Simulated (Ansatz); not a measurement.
One change: `CCCO` becomes `CCCCO`.

Ansatz, PBE0-D4/def2-TZVP geometries, multiplicity 1. Each molecule was computed in one conformer, which needn't be the lowest.

```json
{"property": "size of the dipole moment (ωB97M-V/def2-TZVPP) / D", "`CCCO`": "1.69"}
{"property": "HOMO energy (PBE/def2-TZVPP) / eV", "`CCCO`": "-6.11"}
{"property": "LUMO energy (PBE0/def2-TZVPP) / eV", "`CCCO`": "1.09"}
{"property": "size of the dipole moment (PBE/def2-TZVPP) / D", "`CCCO`": "1.60"}
{"property": "HOMO energy (ωB97M-V/def2-TZVPP) / eV", "`CCCO`": "-10.22"}
{"property": "HOMO–LUMO gap (ωB97M-V/def2-TZVPP) / eV", "`CCCO`": "12.73"}
```

**Question.** Give the same properties after the change, and the shifts. (An estimate is asked.)

**Answer.** Ansatz gave: 
| property | `CCCCO` | shift |
| --- | --- | --- |
| size of the dipole moment (ωB97M-V/def2-TZVPP) / D | 1.70 | 0.01 |
| HOMO energy (PBE/def2-TZVPP) / eV | -6.08 | 0.03 |
| LUMO energy (PBE0/def2-TZVPP) / eV | 1.07 | -0.02 |
| size of the dipole moment (PBE/def2-TZVPP) / D | 1.60 | 0.00 |
| HOMO energy (ωB97M-V/def2-TZVPP) / eV | -10.18 | 0.04 |
| HOMO–LUMO gap (ωB97M-V/def2-TZVPP) / eV | 12.68 | -0.05 |

The zero-point energy changes by 75.0 kJ/mol with +9 modes. Dipoles are sizes alone; their direction can turn.

Positive LUMOs are unbound, so they and the gaps depend on the basis.
